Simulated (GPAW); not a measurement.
Runs of GPAW 26.7.0 on Hf. Symmetry: P6_3/mmc, No. 194, hexagonal system. The conventional cell has a = 3.197 Å, b = 3.197 Å, c = 5.058 Å, α = 90.00°, β = 90.00°, γ = 120.00°. Hf (site symmetry -6m2) has 12 Hf at 3.13 to 3.20 Å as nearest neighbours. 

```tsv
task	level	potentials or basis	spin	cell	k mesh	optimizer	fmax	max steps	target pressure	convergence	gap on the mesh (eV)	pressure (GPa)	relaxed volume (Å³/atom)
relaxation of cell and atoms	revPBE+D3(BJ)	the program's PAW data sets (release 1.2.1) made for this functional, pw	off	relaxed to -1 GPa	10 × 10 × 5	LBFGS	0.02 eV/Å	100	-1 GPa	density=1e-05 forces=0.0001	none	-1.0	-
band structure	PBEsol	PAW data sets generated in the run's folder for this functional, pw	SOC, no magnetisation	as given	7 × 7 × 4	-	-	-	-	-	-	-3.2	-
band structure	PBEsol	PAW data sets generated in the run's folder for this functional, pw	off	as given	10 × 10 × 5	-	-	-	-	-	-	(a)	-
relaxation of cell and atoms	LDA	the program's PAW data sets (release 1.2.1) made for this functional, pw	off	relaxed	10 × 10 × 5	FIRE	0.02 eV/Å	60	-	density=1e-05 forces=0.0001	none	0.0	20.88
relaxation of cell and atoms	PBEsol	PAW data sets generated in the run's folder for this functional, pw	off	relaxed	10 × 10 × 5	BFGS	0.02 eV/Å	60	-	density=1e-05 forces=0.0001	none	0.1	21.65
```

Alike in all rows: cutoff (eV) 600; smearing fermi-dirac 0.05 eV.

Q: Estimate the missing entries.

A: (a) -3.5.

Caveats: later steps reuse the first step's grids (some runs); pairwise dispersion overbinds metals, which lowers pressure and volume (some runs); spin-orbit coupling was added after a scalar SCF, so levels and gaps hold it while energy, forces, pressure and moments don't (some runs); this program's spin-orbit splittings come out too wide for heavy elements (some runs); spin-orbit coupling is left out, which moves the levels of the heavy elements (some runs).

A k mesh can miss the band edges, and rows without SOC leave out spin-orbit coupling on Hf.

A gap of «none» marks a metal or a gap under the smearing width.
